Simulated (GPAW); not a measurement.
# Hf2C(OH)2 MXene monolayer: work function by functional and basis

Aim: the work function of both faces of Hf2C(OH)2 MXene monolayer, and its spread over functionals and bases.

Main program and level: GPAW 26.7.0; GPAW, PAW setups; layer in a repeated cell with vacuum, relaxation of atoms and in-plane cell, in the first sound run; inputs show where later runs differ.

## Step 1: Set-up

The cell holds 7 atoms: 2 H, 2 O, 2 Hf and 1 C. Its edges and angles: a = 3.289 Å, b = 3.289 Å, c = 20.913 Å, α = 90.0°, β = 90.0°, γ = 120.0°. Vacuum lies along c.

## Step 2: Relaxation

The atoms are relaxed first, since the surface dipole, and with it the work function, follows the positions of the outer layers.

Contents of run.py:

```python
import json
import numpy as np
from ase import Atoms
from ase.filters import FrechetCellFilter
from ase.optimize import BFGS
from gpaw import GPAW, PW

slab = Atoms(
    ['H', 'O', 'Hf', 'C', 'Hf', 'O', 'H'],
    positions=[
        [-0.00000, 1.89891, 7.00000],
        [-0.00000, 1.89891, 7.98000],
        [1.64450, 0.94945, 9.15872],
        [0.00000, 0.00000, 10.45647],
        [-0.00000, 1.89891, 11.75423],
        [1.64450, 0.94945, 12.93295],
        [1.64450, 0.94945, 13.91295]],
    cell=[[3.289, 0.0, 0.0], [-1.6445, 2.84836, 0.0], [0.0, 0.0, 20.9129]],
    pbc=[True, True, True])

slab.calc = GPAW(mode=PW(600), xc='PBE', kpts={'size': (12, 12, 1), 'gamma': True},
                 occupations={'name': 'fermi-dirac', 'width': 0.05}, nbands='160%',
                 convergence={'density': 1e-05}, maxiter=200,
                 symmetry={'tolerance': 1e-3}, txt='slab.txt')
result = {}
# The in-plane cell is free; stress needs a cell that repeats along all three vectors
path = []
opt = BFGS(FrechetCellFilter(slab, mask=[1, 1, 0, 0, 0, 1]), maxstep=0.2)
opt.attach(lambda: path.append((slab.get_potential_energy(), slab.positions.tolist(), slab.get_forces().tolist())))
result['relaxed'] = bool(opt.run(fmax=0.02, steps=45))
result['path'] = path
result['cell'] = slab.cell.tolist()
print('in-plane lattice', slab.cell.cellpar().round(4)[[0, 1, 5]])
energy = slab.get_potential_energy()
fermi = slab.calc.get_fermi_level()
v = slab.calc.get_electrostatic_potential().mean((0, 1)) - fermi
n = slab.calc.get_pseudo_density().mean((0, 1))
L = slab.cell[2, 2]
z = np.arange(len(v)) * L / len(v)
low, high = slab.positions[:, 2].min(), slab.positions[:, 2].max()
below, above = np.interp([low - 4.8, high + 4.8], z, v)
slopes = [np.interp(x, z, np.gradient(v, z)) for x in (low - 4.8, high + 4.8)]
eps = np.array([[slab.calc.get_eigenvalues(k, s) for k in range(len(slab.calc.get_ibz_k_points()))]
                for s in range(slab.calc.get_number_of_spins())]) - fermi
top, bottom = eps[eps < 0].max(), eps[eps > 0].min()
dipole = slab.get_dipole_moment()[2]
print(f'energy {energy:.4f} eV, Fermi level {fermi:.4f} eV, dipole {dipole:.5f} e A')
print(f'potential 4.8 A off the faces, from the Fermi level: lower {below:.4f} eV, upper {above:.4f} eV')
print(f'slope of the potential there: lower {slopes[0]:.5f}, upper {slopes[1]:.5f} eV/A')
print(f'nearest levels on the mesh: {top:.4f} and {bottom:.4f} eV')
print('magnetic moment', round(slab.get_magnetic_moment(), 3))
result.update(energy=energy, fermi=fermi, dipole=dipole, below=below, above=above, slopes=slopes, edges=[top, bottom],
              z=z.tolist(), v=v.tolist(), n=n.tolist(), positions=slab.positions.tolist(),
              forces=slab.get_forces(apply_constraint=False).tolist(), moments=slab.get_magnetic_moments().tolist())
json.dump(result, open('result.json', 'w'))
```

The run is started by

```bash
> OMP_NUM_THREADS=1 OPENBLAS_NUM_THREADS=1 python run.py
```

Log:

```text
Step          Energy          fmax
BFGS:    0      -50.674251        2.983131
BFGS:    1      -50.905314        1.690067
BFGS:    2      -51.022831        0.399564
BFGS:    3      -51.026164        0.214529
BFGS:    4      -51.031444        0.383629
BFGS:    5      -51.040414        0.463397
BFGS:    6      -51.046090        0.276524
BFGS:    7      -51.047160        0.131595
BFGS:    8      -51.047056        0.122061
BFGS:    9      -51.045529        0.135084
BFGS:   10      -51.043239        0.192763
BFGS:   11      -51.038041        0.163917
BFGS:   12      -51.035831        0.063770
BFGS:   13      -51.035920        0.010318
in-plane lattice [  3.2585   3.2585 120.    ]
energy -51.0256 eV, Fermi level 2.2389 eV, dipole 0.00060 e A
potential 4.8 A off the faces, from the Fermi level: lower 2.3712 eV, upper 2.3681 eV
slope of the potential there: lower -0.00899, upper 0.01044 eV/A
nearest levels on the mesh: -0.0243 and 0.0051 eV
magnetic moment 0.0
```

Elapsed: 20 min, on 1 thread of Intel Xeon Platinum 8259CL at 2.50GHz (Skylake/Cascade Lake), shared host; peak memory 0.55 GiB.

This step gave:

- dipole along the normal: 6.03e-4 e·Å
- levels nearest the Fermi level on the mesh: -0.02428, 0.005132 eV from the Fermi level

The electrostatic potential energy of an electron (without an applied field's), less the Fermi level, planar mean oscillates, so the rows of the table below give means over windows of 1.74 Å about each position, cut where the curve ends. Its maxima inside the range that stand out by 2 % of the span (Å: eV): 7.2: -0.531, 8.3: -6.50, 10.0: -8.56, 10.9: -8.56, 12.6: -6.50, 13.7: -0.540. Its minima: 6.9: -1.36, 7.9: -10.2, 9.2: -22.8, 10.5: -11.9, 11.7: -22.8, 13.0: -10.2, 14.0: -1.36.

Table of electrostatic potential energy of an electron (without an applied field's), less the Fermi level, planar mean by z; means over each step:

z (Å), electrostatic potential energy of an electron (without an applied field's), less the Fermi level, planar mean (eV) and a bar from the least value:
```
     0.87        2.4 ##############################
     2.61        2.4 ##############################
     4.35        2.2 ##############################
     6.09        0.7 ###########################
     7.83       -5.8 ################
     9.57      -15.2 
    11.31      -15.2 
    13.05       -6.1 ################
    14.79        0.7 ###########################
    16.53        2.2 ##############################
    18.27        2.4 ##############################
    20.01        2.4 ##############################
```

The pseudo valence density, planar mean oscillates, so the rows of the table below give means over windows of 1.39 Å about each position, cut where the curve ends. Its maxima inside the range that stand out by 2 % of the span (Å: e/Å³): 7.8: 0.819, 9.2: 1.15, 11.7: 1.15, 13.1: 0.819. Its minima: 8.5: 0.441, 10.8: 0.541, 12.4: 0.441.

The pseudo valence density, planar mean by z; means over each step:

| z (Å) | pseudo valence density, planar mean (e/Å³) |
| --- | --- |
| 2.08 | 8.7e-5 |
| 3.48 | 5.5e-4 |
| 4.87 | 0.00258 |
| 6.26 | 0.0411 |
| 7.65 | 0.514 |
| 9.04 | 0.789 |
| 10.43 | 0.560 |
| 11.82 | 0.797 |
| 13.21 | 0.529 |
| 14.60 | 0.0485 |
| 15.99 | 0.00278 |
| 17.38 | 5.9e-4 |
| 18.77 | 9.5e-5 |

The relaxation lowered the energy of the cell by 0.360 eV (energies extrapolated to zero smearing; the optimiser's log prints free energies). The largest force left on a free atom is 0.010 eV/Å.

## Step 3: Plane waves, PBE

The work function is the vacuum plateau of the electrostatic potential less the Fermi level; a dipole layer lets the two faces have plateaus of their own.

This step: GPAW, PAW setups; slab in vacuum (GPAW 26.7.0).

The cell differs from the one that the last finished run ended in (c 20.913 → 21.120 Å).

Contents of run.py:

```python
import json
import numpy as np
from ase import Atoms
from gpaw import GPAW, PW

slab = Atoms(
    ['H', 'O', 'Hf', 'C', 'Hf', 'O', 'H'],
    positions=[
        [-0.00000, 1.88132, 7.00000],
        [-0.00000, 1.88132, 7.97891],
        [1.62927, 0.94066, 9.33394],
        [-0.00000, 0.00000, 10.56007],
        [-0.00000, 1.88132, 11.78622],
        [1.62927, 0.94066, 13.14125],
        [1.62927, 0.94066, 14.12016]],
    cell=[[3.25853, -0.0, 0.0], [-1.62927, 2.82198, 0.0], [0.0, 0.0, 21.1202]],
    pbc=[True, True, False])

slab.calc = GPAW(mode=PW(500), xc='PBE', kpts={'size': (12, 12, 1), 'gamma': True},
                 occupations={'name': 'fermi-dirac', 'width': 0.05}, nbands='160%',
                 convergence={'density': 1e-05}, maxiter=200,
                 poissonsolver={'dipolelayer': 'xy'},
                 symmetry={'tolerance': 1e-3}, txt='slab.txt')
result = {}
energy = slab.get_potential_energy()
fermi = slab.calc.get_fermi_level()
v = slab.calc.get_electrostatic_potential().mean((0, 1)) - fermi
n = slab.calc.get_pseudo_density().mean((0, 1))
L = slab.cell[2, 2]
z = np.arange(len(v)) * L / len(v)
low, high = slab.positions[:, 2].min(), slab.positions[:, 2].max()
below, above = np.interp([low - 4.8, high + 4.8], z, v)
slopes = [np.interp(x, z, np.gradient(v, z)) for x in (low - 4.8, high + 4.8)]
eps = np.array([[slab.calc.get_eigenvalues(k, s) for k in range(len(slab.calc.get_ibz_k_points()))]
                for s in range(slab.calc.get_number_of_spins())]) - fermi
top, bottom = eps[eps < 0].max(), eps[eps > 0].min()
dipole = slab.get_dipole_moment()[2]
print(f'energy {energy:.4f} eV, Fermi level {fermi:.4f} eV, dipole {dipole:.5f} e A')
print(f'potential 4.8 A off the faces, from the Fermi level: lower {below:.4f} eV, upper {above:.4f} eV')
print(f'slope of the potential there: lower {slopes[0]:.5f}, upper {slopes[1]:.5f} eV/A')
print(f'nearest levels on the mesh: {top:.4f} and {bottom:.4f} eV')
print('magnetic moment', round(slab.get_magnetic_moment(), 3))
result.update(energy=energy, fermi=fermi, dipole=dipole, below=below, above=above, slopes=slopes, edges=[top, bottom],
              z=z.tolist(), v=v.tolist(), n=n.tolist(), positions=slab.positions.tolist(),
              forces=slab.get_forces(apply_constraint=False).tolist(), moments=slab.get_magnetic_moments().tolist())
json.dump(result, open('result.json', 'w'))
```

Log:

```text
energy -50.3179 eV, Fermi level 2.1903 eV, dipole -0.00086 e A
potential 4.8 A off the faces, from the Fermi level: lower 2.3693 eV, upper 2.3826 eV
slope of the potential there: lower -0.00984, upper 0.00984 eV/A
nearest levels on the mesh: -0.0255 and 0.0054 eV
magnetic moment 0.0
```

The job ended after 2.1 min (1 thread; peak memory 0.27 GiB).

This step gave:

- dipole along the normal: -8.58e-4 e·Å
- levels nearest the Fermi level on the mesh: -0.02551, 0.005441 eV from the Fermi level
- upper work function: 2.383 eV
- lower work function: 2.369 eV

Electrostatic potential energy of an electron (without an applied field's), less the Fermi level, planar mean against z:

| z (Å) | electrostatic potential energy of an electron (without an applied field's), less the Fermi level, planar mean (eV) |
| --- | --- |
| 0.0 | 2.38 |
| 0.5 | 2.38 |
| 1.0 | 2.37 |
| 1.5 | 2.37 |
| 2.0 | 2.37 |
| 2.5 | 2.37 |
| 3.0 | 2.35 |
| 3.5 | 2.33 |
| 4.0 | 2.29 |
| 4.5 | 2.21 |
| 5.0 | 2.06 |
| 5.5 | 1.80 |
| 6.0 | 1.35 |
| 6.5 | 0.448 |
| 7.0 | -1.33 |
| 7.5 | -1.52 |
| 8.0 | -10.2 |
| 8.5 | -6.89 |
| 9.0 | -17.5 |
| 9.5 | -21.0 |
| 10.0 | -9.61 |
| 10.5 | -11.6 |
| 11.0 | -8.66 |
| 11.5 | -18.4 |
| 12.0 | -20.4 |
| 12.5 | -8.37 |
| 13.0 | -9.39 |
| 13.5 | -3.19 |
| 14.0 | -1.02 |
| 14.5 | 0.0817 |
| 15.0 | 1.21 |
| 15.5 | 1.73 |
| 16.0 | 2.03 |
| 16.5 | 2.20 |
| 17.0 | 2.29 |
| 17.5 | 2.34 |
| 18.0 | 2.36 |
| 18.5 | 2.38 |
| 19.0 | 2.38 |
| 19.5 | 2.39 |
| 20.0 | 2.39 |
| 20.5 | 2.39 |
| 21.0 | 2.38 |

The pseudo valence density, planar mean oscillates, so the rows of the table below give means over windows of 1.51 Å about each position, cut where the curve ends. Its maxima inside the range that stand out by 2 % of the span (Å: e/Å³): 7.9: 0.801, 9.4: 1.12, 11.7: 1.12, 13.2: 0.801. Its minima: 8.7: 0.448, 10.2: 0.541, 12.4: 0.448.

Table of pseudo valence density, planar mean by z; means over each step:

| z (Å) | pseudo valence density, planar mean (e/Å³) |
| --- | --- |
| 2.27 | 9.9e-5 |
| 3.78 | 7.1e-4 |
| 5.29 | 0.00388 |
| 6.80 | 0.120 |
| 8.31 | 0.622 |
| 9.82 | 0.769 |
| 11.33 | 0.773 |
| 12.84 | 0.616 |
| 14.35 | 0.115 |
| 15.86 | 0.00378 |
| 17.37 | 6.9e-4 |
| 18.88 | 9.7e-5 |

Force by atom:

| atom | x (eV/Å) | y (eV/Å) | z (eV/Å) | size |
| --- | --- | --- | --- | --- |
| H1 | 0.0000 | 0.0000 | -0.0937 | 0.0937 |
| O2 | 0.0000 | 0.0000 | 0.0610 | 0.0610 |
| Hf3 | 0.0000 | 0.0000 | -0.0017 | 0.0017 |
| C4 | 0.0000 | 0.0000 | 0.0000 | 0.0000 |
| Hf5 | 0.0000 | 0.0000 | 0.0017 | 0.0017 |
| O6 | 0.0000 | 0.0000 | -0.0610 | 0.0610 |
| H7 | 0.0000 | 0.0000 | 0.0937 | 0.0937 |

The potential is flat to 0.010 eV/Å where it is read, so the vacuum is wide enough.

## Step 4: Self-consistent run: xc = "vdW-DF2"

The same geometry under vdW-DF2, to see how far the functional moves the levels against the vacuum (the van der Waals functionals take revPBE setups).

run.py, as its differences from that of step 3:

```diff
@@ -18,3 +18,3 @@
 
-slab.calc = GPAW(mode=PW(500), xc='PBE', kpts={'size': (12, 12, 1), 'gamma': True},
+slab.calc = GPAW(mode=PW(500), xc='vdW-DF2', kpts={'size': (12, 12, 1), 'gamma': True},
                  occupations={'name': 'fermi-dirac', 'width': 0.05}, nbands='160%',
```

Log:

```text
energy -369.6223 eV, Fermi level 1.7874 eV, dipole -0.00086 e A
potential 4.8 A off the faces, from the Fermi level: lower 3.0205 eV, upper 3.0337 eV
slope of the potential there: lower -0.01472, upper 0.01472 eV/A
nearest levels on the mesh: -0.0238 and 0.0087 eV
magnetic moment 0.0
```

Run time: 3 min. Hardware: 1 thread; peak memory 0.46 GiB.

This step gave:

```
levels nearest the Fermi level on the mesh : -0.02378, 0.008693 eV from the Fermi level
upper work function                        : 3.034 eV
lower work function                        : 3.020 eV
```

The electrostatic potential energy of an electron (without an applied field's), less the Fermi level, planar mean oscillates, so the rows of the table below give means over windows of 1.79 Å about each position, cut where the curve ends. Its maxima inside the range that stand out by 2 % of the span (Å: eV): 7.3: -0.228, 8.4: -6.52, 10.2: -8.67, 10.9: -8.67, 12.7: -6.51, 13.9: -0.216. Its minima: 7.0: -0.929, 8.0: -10.2, 9.3: -23.1, 10.6: -12.0, 11.8: -23.1, 13.1: -10.1, 14.1: -0.916.

The electrostatic potential energy of an electron (without an applied field's), less the Fermi level, planar mean by z; means over each step:

z (Å), electrostatic potential energy of an electron (without an applied field's), less the Fermi level, planar mean (eV) and a bar from the least value:
```
     0.90        3.0 ##############################
     2.69        3.0 ##############################
     4.47        2.8 ##############################
     6.27        1.2 ###########################
     8.05       -6.7 ##############
     9.84      -15.0 
    11.63      -15.1 
    13.43       -4.4 ##################
    15.21        1.8 ############################
    17.00        2.9 ##############################
    18.79        3.0 ##############################
    20.59        3.0 ##############################
```

The pseudo valence density, planar mean by z:

z (Å), pseudo valence density, planar mean (e/Å³) and a bar:
```
     0.00       0.00 
     0.57       0.00 
     1.13       0.00 
     1.70       0.00 
     2.26       0.00 
     2.83       0.00 
     3.39       0.00 
     3.96       0.00 
     4.53       0.00 
     5.09       0.00 
     5.66       0.01 
     6.22       0.02 
     6.79       0.08 ##
     7.35       0.26 #######
     7.92       0.81 ######################
     8.49       0.47 #############
     9.05       0.85 #######################
     9.62       0.91 #########################
    10.18       0.54 ###############
    10.75       0.55 ###############
    11.31       0.68 ##################
    11.88       1.10 ##############################
    12.45       0.45 ############
    13.01       0.80 ######################
    13.58       0.40 ###########
    14.14       0.14 ####
    14.71       0.03 #
    15.27       0.01 
    15.84       0.00 
    16.41       0.00 
    16.97       0.00 
    17.54       0.00 
    18.10       0.00 
    18.67       0.00 
    19.23       0.00 
    19.80       0.00 
    20.37       0.00 
    20.93       0.00
```

Force by atom:

| atom | x (eV/Å) | y (eV/Å) | z (eV/Å) | size |
| --- | --- | --- | --- | --- |
| H1 | 0.000 | 0.000 | -0.173 | 0.173 |
| O2 | 0.000 | 0.000 | -0.174 | 0.174 |
| Hf3 | 0.000 | 0.000 | -0.346 | 0.346 |
| C4 | 0.000 | 0.000 | 0.000 | 0.000 |
| Hf5 | 0.000 | 0.000 | 0.346 | 0.346 |
| O6 | 0.000 | 0.000 | 0.174 | 0.174 |
| H7 | 0.000 | 0.000 | 0.173 | 0.173 |

The upper face's work function is 3.034 eV, against 2.383 eV in the first plane-wave PBE run at this geometry.

## Step 5: Self-consistent run: xc = "LDA"

The same geometry under LDA, to see how far the functional moves the levels against the vacuum.

run.py, as its differences from that of step 4:

```diff
@@ -18,3 +18,3 @@
 
-slab.calc = GPAW(mode=PW(500), xc='vdW-DF2', kpts={'size': (12, 12, 1), 'gamma': True},
+slab.calc = GPAW(mode=PW(500), xc='LDA', kpts={'size': (12, 12, 1), 'gamma': True},
                  occupations={'name': 'fermi-dirac', 'width': 0.05}, nbands='160%',
```

Log:

```text
energy -55.0452 eV, Fermi level 1.9147 eV, dipole -0.00086 e A
potential 4.8 A off the faces, from the Fermi level: lower 2.5439 eV, upper 2.5572 eV
slope of the potential there: lower -0.00707, upper 0.00707 eV/A
nearest levels on the mesh: -0.0842 and 0.0008 eV
magnetic moment 0.0
```

The job ended after 2 min (1 thread; peak memory 0.27 GiB).

Numbers from this step:

```
dipole along the normal                    : -8.57e-4 e·Å
levels nearest the Fermi level on the mesh : -0.08425, 7.98e-4 eV from the Fermi level
upper work function                        : 2.557 eV
lower work function                        : 2.544 eV
```

The upper face's work function is 2.557 eV, against 2.383 eV in the first plane-wave PBE run at this geometry.

## Step 6: Self-consistent run: xc = "revPBE"

The same geometry under revPBE, to see how far the functional moves the levels against the vacuum.

run.py, as its differences from that of step 5:

```diff
@@ -18,3 +18,3 @@
 
-slab.calc = GPAW(mode=PW(500), xc='LDA', kpts={'size': (12, 12, 1), 'gamma': True},
+slab.calc = GPAW(mode=PW(500), xc='revPBE', kpts={'size': (12, 12, 1), 'gamma': True},
                  occupations={'name': 'fermi-dirac', 'width': 0.05}, nbands='160%',
```

Log:

```text
energy -48.3534 eV, Fermi level 2.3273 eV, dipole -0.00086 e A
potential 4.8 A off the faces, from the Fermi level: lower 2.2438 eV, upper 2.2571 eV
slope of the potential there: lower -0.01294, upper 0.01294 eV/A
nearest levels on the mesh: -0.0003 and 0.0066 eV
magnetic moment 0.0
```

The job ended after 2 min (1 thread; peak memory 0.27 GiB).

This step gave:

- dipole along the normal: -8.58e-4 e·Å
- levels nearest the Fermi level on the mesh: -3.49e-4, 0.006640 eV from the Fermi level
- upper work function: 2.257 eV
- lower work function: 2.244 eV

The upper face's work function is 2.257 eV, against 2.383 eV in the first plane-wave PBE run at this geometry.

## Step 7: Self-consistent run: xc = "RPBE"

The same geometry under RPBE, to see how far the functional moves the levels against the vacuum.

run.py, as its differences from that of step 6:

```diff
@@ -18,3 +18,3 @@
 
-slab.calc = GPAW(mode=PW(500), xc='revPBE', kpts={'size': (12, 12, 1), 'gamma': True},
+slab.calc = GPAW(mode=PW(500), xc='RPBE', kpts={'size': (12, 12, 1), 'gamma': True},
                  occupations={'name': 'fermi-dirac', 'width': 0.05}, nbands='160%',
```

Log:

```text
energy -48.0557 eV, Fermi level 2.3361 eV, dipole -0.00086 e A
potential 4.8 A off the faces, from the Fermi level: lower 2.2488 eV, upper 2.2620 eV
slope of the potential there: lower -0.01296, upper 0.01296 eV/A
nearest levels on the mesh: -0.0368 and 0.0004 eV
magnetic moment 0.0
```

Wall time 2.3 min (1 thread); peak memory 0.27 GiB.

This step gave:

```yaml
levels_nearest_the_fermi_level_on_the_mesh: -0.03681, 4.21e-4 eV from the Fermi level
upper_work_function: 2.262 eV
lower_work_function: 2.249 eV
```

The electrostatic potential energy of an electron (without an applied field's), less the Fermi level, planar mean by z:

| z (Å) | electrostatic potential energy of an electron (without an applied field's), less the Fermi level, planar mean (eV) |
| --- | --- |
| 0.0 | 2.26 |
| 0.5 | 2.26 |
| 1.0 | 2.26 |
| 1.5 | 2.25 |
| 2.0 | 2.25 |
| 2.5 | 2.24 |
| 3.0 | 2.23 |
| 3.5 | 2.20 |
| 4.0 | 2.16 |
| 4.5 | 2.07 |
| 5.0 | 1.91 |
| 5.5 | 1.63 |
| 6.0 | 1.17 |
| 6.5 | 0.265 |
| 7.0 | -1.50 |
| 7.5 | -1.70 |
| 8.0 | -10.4 |
| 8.5 | -7.07 |
| 9.0 | -17.7 |
| 9.5 | -21.1 |
| 10.0 | -9.73 |
| 10.5 | -11.7 |
| 11.0 | -8.78 |
| 11.5 | -18.5 |
| 12.0 | -20.5 |
| 12.5 | -8.55 |
| 13.0 | -9.57 |
| 13.5 | -3.38 |
| 14.0 | -1.20 |
| 14.5 | -0.0997 |
| 15.0 | 1.02 |
| 15.5 | 1.56 |
| 16.0 | 1.87 |
| 16.5 | 2.05 |
| 17.0 | 2.15 |
| 17.5 | 2.21 |
| 18.0 | 2.24 |
| 18.5 | 2.25 |
| 19.0 | 2.26 |
| 19.5 | 2.27 |
| 20.0 | 2.27 |
| 20.5 | 2.27 |
| 21.0 | 2.27 |

The upper face's work function is 2.262 eV, against 2.383 eV in the first plane-wave PBE run at this geometry.

(Continued in part 2 of 2.)

[Logs are printed without paths, hosts, clocks, repeated set-up lines and the standing remarks that a program may print on its own settings, such as how far it seeks lower states.]

[Hosts, paths, dates, database ids (printed as entryN), source tags and the programs' standing remarks are cut or masked in the printed files.]
